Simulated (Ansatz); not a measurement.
# Se in Ansatz: convergence with ecutfock ratio

Input of the first run (ecutfock ratio 1); the others differ in this setting and in those tied to it:

File input.yaml:

```yaml
crystal:
  lattice:
    - [2.81056302, 0.0, 0.0]
    - [0.0, 2.81056302, 0.0]
    - [0.0, 0.0, 2.81056302]
  atoms:
    - { symbol: Se, position: [0.0, 0.0, 0.0] }
hamiltonian:
  xc: pbe0
  pseudopotentials: { kind: paw }
kpoints:
  mp_grid: { grid: [5, 5, 5] }
scf:
  occupations: { method: fermi_dirac, width: 0.05 }
  exx: { ecutfock_ratio: 1 }
output:
  forces: true
  stress: true
  eigenvalues: true
```

Potentials or basis: Ansatz PAW.

Command:

```bash
$ ansatz run input.yaml --threads 2 --pin off --max-ram 5632MiB --backend cpu --events-out ev --progress --plain --runs-dir out
```

This isn't the form of Se at room conditions, which is trigonal, of chains.

Hardware: 2 threads of Arm Neoverse V2, with other jobs on the host.

```
ecutfock ratio  energy less the tightest run, at zero smearing (meV/atom)  SCF cycles  CPU time (s)  peak memory (GiB)
             1                                                       4.85          18           5.4               0.43
             2                                                       0.00          16           7.2               0.49
             3                                                       0.00          16           7.9                0.5
             4                                                       0.00          17           8.1                0.5
```

Against the tightest run, the energy stays within 1 meV/atom from 2 on. The tightest run that finished is the yardstick and may itself not be fully converged.

Caveat, for the tightest run too: the k mesh is coarse (spacing up to 0.45 Å⁻¹), so the values aren't converged, least of all with exact exchange.
